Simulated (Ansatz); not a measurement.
Be, DFT, PBE, all-electron PAW with datasets made for the crystal, scalar-relativistic (Ansatz 0.2.0), run on 1 thread of AMD EPYC 7R43 64-Core Processor (Zen 3) on a shared host.

The geometry is COD entry 9012017, unchecked; take it as a test cell. It was measured hot, at 658 K. The listed cell was then made from it by scaling, straining or moving an atom.

Command: `ansatz run input.yaml --threads 1 --pin off --max-ram 2048MiB --backend cpu --events-out ev --progress --plain --runs-dir out`

```yaml
crystal:
  lattice:
    - [2.2995019849, -0.0459900397, -0.0459900397]
    - [-1.1895795352, 2.0144221548, -0.0168335228]
    - [-0.072018, -0.072018, 3.6009]
  atoms:
    - { symbol: Be, position: [0.3333333333, 0.6666666667, 0.25] }
    - { symbol: Be, position: [0.6666666667, 0.3333333333, 0.75] }
kpoints:
  mp_grid: { grid: [20, 20, 11] }
scf:
  occupations: { method: fermi_dirac, width: 0.05 }
hamiltonian:
  xc: pbe
  pseudopotentials: { kind: all_electron, datasets: crystal }
output:
  forces: true
  stress: true
  eigenvalues: true
  efg: { contact_densities: true }
```

How large is the problem that the program sets up?

2202 irreducible k-points, 135 plane waves at Γ, 6 bands.

Estimate the wall time and the peak memory.

36 s of wall time for 6 SCF iterations, with a peak of 0.8 GiB. Times on shared machines scatter by tens of per cent.

And the same cell and mesh by full-potential LAPW, asked for forces, stress, eigenvalues, on the same hardware?

38 s, peak memory 0.79 GiB.

And the same cell and mesh by PAW (frozen-core files), asked for forces, stress, eigenvalues, efg, on the same hardware?

12 s, peak memory 0.64 GiB.
